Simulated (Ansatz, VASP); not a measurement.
## One calculation of TiAl, two programs

```xyz
2
Lattice="2.7946 0.0000 0.0000 0.0000 2.7946 0.0000 0.0000 0.0000 4.0411" Properties=species:S:1:pos:R:3 pbc="T T T"
Ti    1.3973    1.3973    2.0206
Al    0.0000    0.0000    0.0000
```

Alike in both runs: functional PBEsol; k mesh 14 × 14 × 10; occupations gaussian, width 0.1 eV; no spin polarisation.

Ansatz relaxed the structure, and its values are those at the end. VASP's run is a single point on that final structure, the one shown.

|  | VASP | Ansatz |
| --- | --- | --- |
| version | VASP 6.6.1 | Ansatz 0.2.0 |
| potentials or method | VASP PAW PBE potentials, release 64 (Ti_sv, Al) | scalar-relativistic, plane waves, PAW |
| plane-wave cutoff (eV) | 520 | 420 |
| valence electrons in the cell | 15 | 15 |

|  | VASP | Ansatz | Ansatz less VASP |
| --- | --- | --- | --- |
| gap on the k mesh at the Fermi level (eV) | none | none | - |
| pressure (GPa) | 0.0 | 0.0 | -0.03 |

A gap of «none» marks a metal or a gap that the smearing closes.

Caveats: the PAW data sets were made with another functional, which shifts forces and pressure a little (VASP).
